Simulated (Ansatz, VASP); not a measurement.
## Cu in VASP and in Ansatz

```
CELL_PARAMETERS angstrom
2.53076 0.00000 0.00000
-1.26538 2.19171 0.00000
0.00000 0.00000 8.26182
ATOMIC_POSITIONS crystal
Cu 0.00000 0.00000 0.00000
Cu 0.00000 0.00000 0.50000
Cu 0.33333 0.66667 0.25000
Cu 0.66667 0.33333 0.75000
```

This isn't the form of Cu at room conditions, which is fcc.

Alike in both runs: task relaxation of cell and atoms; functional PBEsol; k mesh 11 × 11 × 3; no spin polarisation.

```csv
,VASP,Ansatz
version,VASP 6.6.1,Ansatz 0.2.0
potentials or method,"VASP PAW PBE potentials, release 64 (Cu)","plane waves, PAW"
plane-wave cutoff (eV),600,420
occupations,"methfessel-paxton of order 1, width 0.1 eV",methfessel-paxton of order 1
valence electrons in the cell,44,76
```

VASP gave:

- relaxed volume (Å³/atom): 11.35
- relaxed cell length with the largest relative difference (Å): 2.518
- energy change over the relaxation (meV/atom): -1

**Question.** Estimate Ansatz's values.

**Answer.** Relaxed volume (Å³/atom): 11.29; relaxed cell length with the largest relative difference (Å): 2.513; energy change over the relaxation (meV/atom): -1.

The two sets of potentials don't hold the same shells in valence.

Caveats: the PAW data sets were made with another functional, which shifts forces and pressure a little (VASP).
